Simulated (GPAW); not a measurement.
Crystal: Cl.

```
Cl
1.0
     3.14500   -2.25000    0.00000
     3.14500    2.25000    0.00000
     0.00000    0.00000    8.21000
Cl
4
Cartesian
  3.1450 0.5850 3.2840
  3.1450 1.6650 7.3890
  3.1450 -0.5850 4.9260
  3.1450 -1.6650 0.8210
```

```yaml
Program: GPAW 26.7.0
Task: relaxation of cell and atoms
Functional: PBEsol
Dispersion: D3(BJ)+ATM
Potentials_or_basis: PAW data sets generated in the run's folder for this functional
Cutoff: 600 eV
Basis: pw
k_mesh: 5 × 5 × 3
Occupations: fermi-dirac, width 0.05 eV
Spin: no spin polarisation
```

At the start: pressure -1.5 GPa; volume 29.05 Å³/atom.

Problem. Where does the relaxation end?

Solution. Over 24 steps the energy falls by 43.5 meV/atom and the volume is 23.72 Å³/atom (-18.4 %); space group Cmce (No. 64, to 0.05 Å).

Step by step:
```csv
step,energy change (eV),largest force (eV/Å),pressure (GPa),volume (Å³)
1,0.0000,0.1267,-1.47,116.19
2,-0.0040,0.1004,-1.30,115.86
3,-0.0192,0.4025,-0.52,113.65
4,-0.0328,0.5812,-0.11,111.46
5,-0.0752,0.9453,1.39,102.09
6,-0.0997,0.6987,1.15,100.18
7,-0.1294,0.0892,-0.42,100.28
8,-0.1297,0.1194,-0.25,98.91
9,-0.1309,0.1206,-0.29,98.78
10,-0.1520,0.2483,-0.63,94.87
11,-0.1557,0.1917,-0.32,93.22
12,-0.1583,0.0679,0.02,93.05
13,-0.1591,0.0209,0.16,93.31
14,-0.1593,0.0234,0.17,93.35
15,-0.1637,0.1136,0.34,94.07
16,-0.1688,0.1454,0.34,94.89
17,-0.1736,0.0633,0.10,95.96
18,-0.1738,0.0293,0.03,95.89
19,-0.1737,0.0084,-0.04,95.61
20,-0.1737,0.0100,-0.04,95.60
21,-0.1741,0.0310,-0.07,95.40
22,-0.1741,0.0382,-0.07,95.17
23,-0.1740,0.0270,-0.04,94.90
24,-0.1741,0.0081,-0.01,94.87
```

Final structure:
```cif
data_structure
_symmetry_space_group_name_H-M 'P 1'
_symmetry_Int_Tables_number 1
_cell_length_a 3.6956
_cell_length_b 3.6956
_cell_length_c 7.8829
_cell_angle_alpha 89.999
_cell_angle_beta 90.001
_cell_angle_gamma 61.786
_cell_volume 94.87
loop_
_atom_site_label
_atom_site_type_symbol
_atom_site_fract_x
_atom_site_fract_y
_atom_site_fract_z
_atom_site_occupancy
Cl1 Cl 0.36713 0.63287 0.38736 1
Cl2 Cl 0.13300 0.86700 0.88741 1
Cl3 Cl 0.63287 0.36713 0.61264 1
Cl4 Cl 0.86700 0.13300 0.11259 1
```

Caveat: later steps reuse the first step's grids; the volume moved by over 15 % at a fixed basis, so the end points are rough.
